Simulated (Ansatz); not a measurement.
## CaF2 (Fluorite): equation of state with PBE

The system is CaF2 (Fluorite).

```
Ca F
1.0
     0.00000    2.73100    2.73100
     2.73100    0.00000    2.73100
     2.73100    2.73100    0.00000
Ca F
1 2
Direct
  0.00000 0.00000 0.00000
  0.75000 0.75000 0.75000
  0.25000 0.25000 0.25000
```

* Program: Ansatz 0.2.0
* Task: equation of state
* Functional: PBE
* Potentials or basis: Ansatz PAW
* Cutoff: 420 eV
* Density cutoff: 1680 eV
* k mesh: 8 × 8 × 8
* Occupations: fermi-dirac, width 0.05 eV
* Spin: no spin polarisation

```
Equilibrium volume                      : 13.95 Å³/atom
Bulk modulus                            : 77 GPa
Pressure derivative of the bulk modulus : 4.5 (rough: it moves with the points fitted)
```

Energy against volume, from the lowest point:
| volume (Å³/atom) | energy (meV/atom) |
| --- | --- |
| 12.764 | 28.34 |
| 13.036 | 16.17 |
| 13.308 | 7.53 |
| 13.579 | 2.29 |
| 13.851 | 0.00 |
| 14.122 | 0.35 |
| 14.394 | 3.06 |

All runs of the series together: 4.7 s on 2 threads of Arm Neoverse V2, on a shared host.

PBE usually gives volumes a little too large and moduli too small. Zero-point motion and thermal expansion aren't in these numbers.
